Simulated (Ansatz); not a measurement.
## ZnS: from Born charge to LO–TO splitting and polaron coupling

All numbers below come from DFT PBE, scalar-relativistic, plane waves, PAW (Ansatz 0.2.0). Cutoff 420 eV, 10×10×10 k-points (Γ-centred), fixed occupations. No spin polarisation. Phonons by linear response, acoustic sum rule imposed.

Equilibrium structure at this level:
```
Zn S
1.0
     0.00000    2.72180    2.72180
     2.72180    0.00000    2.72180
     2.72180    2.72180    0.00000
Zn S
1 1
Cartesian
  1.3609 1.3609 1.3609
  0.0000 0.0000 0.0000
```

Linear response gives ν_TO = 260.0 cm⁻¹, Born charges ±2.024 e (positive on Zn) and ε∞ = 5.948. The primitive cell holds 40.327 Å³, and the masses are 65.380 and 32.060 amu.

Q: Find ν_LO and the static dielectric constant.

A: The long-wave field adds a restoring force: ω_LO² − ω_TO² = Z*²e²/(ε_vac ε∞ μV). In these units ν_LO² − ν_TO² = 4.92064×10⁷ Z*²/(μ V ε∞) cm⁻², with μ = m₁m₂/(m₁ + m₂) = 21.512 amu: 39072 cm⁻². So ν_LO = √(260.0² + 39072) = 326.6 cm⁻¹, and the run gives 326.6. Lyddane–Sachs–Teller then gives ε0 = ε∞ (ν_LO/ν_TO)² = 9.38, against 9.38 in the run (it forms both from the same three quantities, so the match checks the arithmetic only). Between ν_TO and ν_LO the dielectric function is negative and an undamped crystal reflects fully: a reststrahlen band from 30.6 to 38.5 μm.

Q: What do the Clausius–Mossotti polarisability and the Szigeti charge come to?

A: With the Lorentz local field, α = (3V/4π)(ε∞ − 1)/(ε∞ + 2) = 5.99 Å³ for the pair, and e_S = 3Z*/(ε∞ + 2) = 0.76 e. The Born charge includes the electrons' response to the dipole's own local field, and e_S takes that enhancement out. The Lorentz field assumes point-like polarisable ions, a poor picture once ε∞ is this large, since the electron clouds then overlap or are shared, so both numbers are formal here.

Q: How strongly does a slow electron couple to the LO mode?

A: For one isotropic parabolic band, Fröhlich's constant is α_F = (1/ε∞ − 1/ε0) √(m* Ry/ħω_LO), with Ry = 13.606 eV, ħω_LO = 40.5 meV and m* in free-electron masses: α_F = 0.0616 × 18.33 × √m* = 1.13 √m*. The band mass isn't part of this run; for m* = 0.1, 0.3 and 1 it gives 0.36, 0.62, 1.13. In weak coupling the polaron lies α_F ħω_LO below the band edge (25 meV at m* = 0.3) with a mass m*(1 + α_F/6); past α_F of about 5 or 6 that expansion fails. A semilocal functional's ε∞ tends to be too large, which taken alone lowers α_F.

Cost: 1 run of about 3.3 core-minutes, on AMD EPYC 7R43 (Zen 3) (shared hosts).

The Born charge of ±2.024 e lies close to the formal ionic value, but it doesn't make ZnS a fully ionic crystal. It is a dynamical charge: when the sublattices move, electrons shift along the polar covalent Zn–S bonds and add to the charge carried by the ions. Most of the static dielectric response is electronic, with ε∞ at 5.948 and ε0 at 9.38. The lattice therefore adds only modest screening, which keeps the Fröhlich coupling weak to intermediate for the masses considered.

Both zone-centre optical frequencies fall below the well-known measured values, probably because PBE slightly overexpands the lattice and softens the bonds. Excess electronic screening also weakens the long-range field that lifts the LO mode above the TO mode.

The polaron estimate suits an electron in the s-like conduction-band minimum, but it can't be carried over to holes simply by inserting a heavier mass, since the S 3p-derived valence-band top is degenerate and warped.
